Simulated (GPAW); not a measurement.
# Sn (I4_1/amd) in GPAW: further runs

One crystal, Sn, is run at these levels: PBE; tasks: single point.

Program: GPAW 26.7.0. These are calculated values, not measurements. Logs are shortened: lines on timing, memory, paths and dates and some standing lists are left out, and cuts for length are marked. The log counts tension as positive stress, the text compression.

**1. The crystal as given**

It takes space group I4_1/amd (No. 141, tetragonal). Conventional cell: a = 5.880 Å, b = 5.880 Å, c = 3.199 Å, α = 90.00°, β = 90.00°, γ = 90.00°. Around Sn (site symmetry -4m2) lie 6 Sn at 3.05 to 3.20 Å.

**2. Single point, PBE**

File run.py:

```python
from ase import Atoms
from ase.dft.bandgap import bandgap
from ase.io import write
from ase.units import GPa
from gpaw import GPAW, PW

atoms = Atoms(['Sn', 'Sn'],
              cell=[[-2.9401404553, 2.9401404553, 1.5993019889],
                    [2.9401404553, -2.9401404553, 1.5993019889],
                    [2.9401404553, 2.9401404553, -1.5993019889]],
              scaled_positions=[[0.0, 0.0, 0.0],
                                [0.75, 0.25, 0.5]],
              pbc=True)

calc = GPAW(mode=PW(600),
            xc='PBE',
            kpts={'size': (9, 9, 9), 'gamma': True},
            occupations={'name': 'methfessel-paxton', 'order': 0, 'width': 0.017},
            nbands=24,
            convergence={'density': 1e-05, 'energy': 1e-05},
            maxiter=150,
            txt='gpaw.txt')
atoms.calc = calc
energy = atoms.get_potential_energy()
forces = atoms.get_forces()
stress = atoms.get_stress()
calc.write('gs.gpw')
write('result.traj', atoms)
print(f'Energy: {energy:.6f} eV')
print('Forces (eV/A):')
print(forces.round(4))
print('Stress (GPa):', (stress / GPa).round(3))
print('Fermi level:', round(calc.get_fermi_level(), 4), 'eV')
print(f'Gap: {bandgap(calc)[0]:.4f} eV, direct: {bandgap(calc, direct=True)[0]:.4f} eV')
```

Potentials or basis: GPAW PAW data sets (gpaw-data 1.2.1), pw.

Run with:

```sh
$ OMP_NUM_THREADS=1 python run.py
```

gpaw.txt:

```text
__  _  _
 | _ |_)|_||  |
 |__||  | ||/\| - 26.7.0

Input parameters:
  mode=PW(ecut=600.0),
  convergence={'density': 1e-05, 'energy': 1e-05},
  kpts=MonkhorstPack(size=(9, 9, 9), gamma=True),
  maxiter=150,
  nbands=24,
  occupations=Occupations(name='methfessel-paxton', order=0, width=0.017),
  xc=XC(name='PBE')

Diagonalizing LCAO Hamiltonian
Converting LCAO to pw mode

         Sn

       Sn

Atoms  # Å, Bohr magnetons
|   | symbol |        x |        y |        z |    initial magnetic moments |
|---|--------|----------|----------|----------|-----------------------------|
| 0 |     Sn | 0.000000 | 0.000000 | 0.000000 | ( 0.0000,  0.0000,  0.0000) |
| 1 |     Sn | 0.000000 | 2.940140 | 0.799651 | ( 0.0000,  0.0000,  0.0000) |

Unit cell  # Å
| periodic |         x |         y |         z |  lengths |     angles |
|----------|-----------|-----------|-----------|----------|------------|
|      yes | -2.940140 |  2.940140 |  1.599302 | 4.454954 |  97.404686 |
|      yes |  2.940140 | -2.940140 |  1.599302 | 4.454954 |  97.404686 |
|      yes |  2.940140 |  2.940140 | -1.599302 | 4.454954 | 137.923144 |

Number of symmetries: 8
Symmetry operations  # r_c * U_cc + t_c -> r_c
|   | kind |            matrix            |
|---|------|------------------------------|
| 0 |  σ   |  1, 1, 1,  0, 0,-1,  0,-1, 0 |
| 1 |  E   |  1, 0, 0,  0, 1, 0,  0, 0, 1 |
| 2 |  C2  |  0, 1, 0,  1, 0, 0, -1,-1,-1 |
| 3 |  S4  |  0, 0, 1, -1,-1,-1,  0, 1, 0 |
| 4 |  σ   |  0, 0,-1,  1, 1, 1, -1, 0, 0 |
| 5 |  C2  |  0,-1, 0, -1, 0, 0,  0, 0,-1 |
| 6 |  C2  | -1, 0, 0,  0,-1, 0,  1, 1, 1 |
| 7 |  S4  | -1,-1,-1,  0, 0, 1,  1, 0, 0 |

BZ-sampling:
  Number of BZ points: 729
  Number of IBZ points: 75

  Monkhorst-Pack size: [9, 9, 9]
  Monkhorst-Pack shift: [0, 0, 0]

K-points  # in reciprocal-cell coordinates
|     |                                coordinates |     weight |
|-----|--------------------------------------------|------------|
|   0 | (  0.00000000,   0.00000000,   0.00000000) | 0.00137174 |
|   1 | (  0.11111111,  -0.11111111,   0.00000000) | 0.00548697 |
|   2 | (  0.11111111,  -0.11111111,   0.11111111) | 0.00548697 |
|   3 | (  0.11111111,   0.00000000,   0.00000000) | 0.01097394 |
|   4 | (  0.11111111,   0.11111111,  -0.11111111) | 0.00274348 |
|   5 | (  0.22222222,  -0.22222222,   0.00000000) | 0.00548697 |
|   6 | (  0.22222222,  -0.22222222,   0.11111111) | 0.01097394 |
|   7 | (  0.22222222,  -0.22222222,   0.22222222) | 0.00548697 |
|   8 | (  0.22222222,  -0.11111111,   0.00000000) | 0.02194787 |
|   9 | (  0.22222222,  -0.11111111,   0.11111111) | 0.01097394 |
| ... |                                            |            |
|  74 | (  0.44444444,   0.44444444,   0.44444444) | 0.01097394 |

Plane wave coefficients: 1880
Cutoff: 600.0 eV

Spin-components: 1 (collinear spins)
Bands:           24
Projectors:      12
Spin-degeneracy: 2
Datatype:        complex128

Parallelization:
  kpt:    1
  domain: 1
  band:   1

Density:
  Valence electrons: 28.0
  Components: 1
  Grid points: [27 27 27]
  Charge: 0.0  # |e|

Potential:
  Grid points: [27 27 27]

species:
  Sn:
    name:    Tin
    Z:       50.0
    valence: 14
    core:    36
    charge:  0.0  # [|e|]
    compensation charges:
      type: gauss
      rc: 0.38  # [Å]
      lmax: 2
    cutoffs:
      filter: 2.23  # [Å]
      core: 2.35  # [Å]
    projectors
    | kind |    occ | energy [eV] | rcut [Å] |
    |------|--------|-------------|----------|
    |   5s |  2.000 |     -10.538 |    1.201 |
    |   5p |  2.000 |      -3.696 |    1.270 |
    |   4d | 10.000 |     -25.845 |    1.185 |
    |    s |        |      16.674 |    1.201 |
    |    p |        |      23.515 |    1.270 |
    |    d |        |       1.367 |    1.185 |

    Using partial waves for Sn as LCAO basis

Reference energy: -336021.386614  # eV

eigensolver:
  PPCG
  Converge bands: occupied
  niter=2

density mixing:
  MSR1-Mixer
  Pratt-step length: 0.05
  Maximum mixing coefficient: 0.75
  Old densities: 10
  SVD Regularization: 0.005
  Good broyden scale: 1.0
  Trust region scale: 1.0
  Backstep threshold: 4.0
  History deletion threshold: 6.0
  Fourier metric: weight=20.0, sigma=0.015

occupation numbers:
  Methfessel-Paxton:
    width: 0.0170  # eV
    order: 0

poisson solver:
  ecut: 4800.0  # eV

xc functional:
  name: PBE with 2 nearest neighbor stencil

convergence criteria:
- Maximum integral of absolute [dens]ity change: 1e-05 electrons / valence electron
- Maximum [total energy] change in last 3 cyles: 1e-05 eV / valence electron
- Maximum integral of absolute [eigenst]ate change: 4e-08 eV^2 / valence electron
maximum number of iterations: 150

SCF iterations
|iter     | |      energy | eigst |  dens |
|---------|-|-------------|-------|-------|
|iter:   1| |   -8.027841 | -0.05 |       |
|iter:   2| |   -8.028961 | -2.53 | -1.68 |
|iter:   3| |   -8.019503 | -2.71 | -1.71 |
|iter:   4| |   -8.022149 | -3.47 | -2.16 |
|iter:   5| |   -8.022554 | -4.46 | -2.76 |
|iter:   6| |   -8.022568 | -6.06 | -3.61 |
|iter:   7| |   -8.022569c| -7.18 | -4.28 |
|iter:   8| |   -8.022569c| -7.84c| -5.04c|

Converged in 8 steps
Energy contributions relative to reference atoms: (reference = -336021.386614)

Energy contributions:
  Kinetic:           9.033473
  Coulomb:          -8.498404
  Zero:              0.012847
  External:          0.000000
  Xc:               -8.570358
  Entropy:          -0.000252
  Spinorbit:         0.000000
  ----------------------------
  Free energy:      -8.022695
  Extrapolated:     -8.022569

dipole moment: (-16.426261, -3.457498, -5.407928)  # |e|*Ang

Fermi level: 6.904
Eigenvalues  # (at kpt = [0.000, 0.000, 0.000])
| band index |      eig [eV] | occ [0-2] |
|------------|---------------|-----------|
|          0 |       -14.717 |     2.000 |
|        ... |               |           |
|          6 |       -14.437 |     2.000 |
|          7 |       -14.437 |     2.000 |
|          8 |       -14.355 |     2.000 |
|          9 |       -14.249 |     2.000 |
|         10 |        -4.079 |     2.000 |
|         11 |         3.222 |     2.000 |
[... 8 lines left out ...]
|         20 |        17.303 |     0.000 |
|         21 |        17.997 |     0.000 |
|        ... |               |           |
|         23 |        18.356 |     0.000 |

No gap
No difference between direct/indirect transitions

Forces  # eV/Ang
|        x |       y |       z |
|----------|---------|---------|
|  0.00000 | 0.00000 | 0.00000 |  # Sn   0
| -0.00000 | 0.00000 | 0.00000 |  # Sn   1

Stress tensor  # eV/Ang^3
|         x |         y |         z |
|-----------|-----------|-----------|
| -0.007778 |  0.000000 |  0.000000 |
|  0.000000 | -0.007778 | -0.000000 |
|  0.000000 | -0.000000 | -0.005824 |

# Writing to gs.gpw (mode='')
```

Wall time 65 s (1 thread of Arm Neoverse V1, shared host); peak memory 0.22 GiB.

Results:

```yaml
Free_energy: -8.0227 eV
Pressure: 1.1 GPa
Band_gap_on_the_k_mesh: none (metal or under the smearing width)
```

Levels at points of the mesh, in eV from the Fermi level:
| k point | band 12 | band 13 | band 14 | band 15 | band 16 | band 17 |
| --- | --- | --- | --- | --- | --- | --- |
| (0.00, 0.00, 0.00) | -3.68 | -1.95 | -1.95 | 3.00 | 6.11 | 6.11 |

**3. Single point, PBE**

File run.py:

```python
from ase.dft.bandgap import bandgap
from ase.io import read, write
from ase.units import GPa
from gpaw import GPAW, PW

atoms = read('POSCAR')

calc = GPAW(mode=PW(600),
            xc='PBE',
            kpts={'size': (9, 9, 9), 'gamma': True},
            occupations={'name': 'methfessel-paxton', 'order': 0, 'width': 0.018000000000000002},
            nbands=24,
            convergence={'density': 1e-05, 'energy': 1e-05},
            maxiter=150,
            txt='gpaw.txt')
atoms.calc = calc
energy = atoms.get_potential_energy()
forces = atoms.get_forces()
stress = atoms.get_stress()
calc.write('gs.gpw')
write('result.traj', atoms)
print(f'Energy: {energy:.6f} eV')
print('Forces (eV/A):')
print(forces.round(4))
print('Stress (GPa):', (stress / GPa).round(3))
print('Fermi level:', round(calc.get_fermi_level(), 4), 'eV')
print(f'Gap: {bandgap(calc)[0]:.4f} eV, direct: {bandgap(calc, direct=True)[0]:.4f} eV')
```

File POSCAR:

```
Sn
1.0
   -2.9401404553      2.9401404553      1.5993019889
    2.9401404553     -2.9401404553      1.5993019889
    2.9401404553      2.9401404553     -1.5993019889
Sn
2
Direct
    0.0000000000      0.0000000000      0.0000000000
    0.7500000000      0.2500000000      0.5000000000
```

Potentials or basis: GPAW PAW data sets (gpaw-data 1.2.1), pw.

Run with:

```sh
$ OMP_NUM_THREADS=1 python run.py
```

It took 65 s on 1 thread of Arm Neoverse V1, shared host; peak memory 0.22 GiB.

It converged, with:

| Quantity | Value |
| --- | --- |
| Free energy | -8.0227 eV |
| Pressure | 1.1 GPa |
| Band gap on the k mesh | none (metal or under the smearing width) |

Stress tensor (GPa, compression positive):
```
1.24 0.00 0.00
0.00 1.24 0.00
0.00 0.00 0.94
```

Levels at points of the mesh, in eV from the Fermi level:
```tsv
k point	band 10	band 11	band 12	band 13	band 14	band 15	band 16	band 17	band 18	band 19
(0.00, 0.00, 0.00)	-21.15	-10.98	-3.68	-1.95	-1.95	3.00	6.11	6.11	6.73	6.83
```
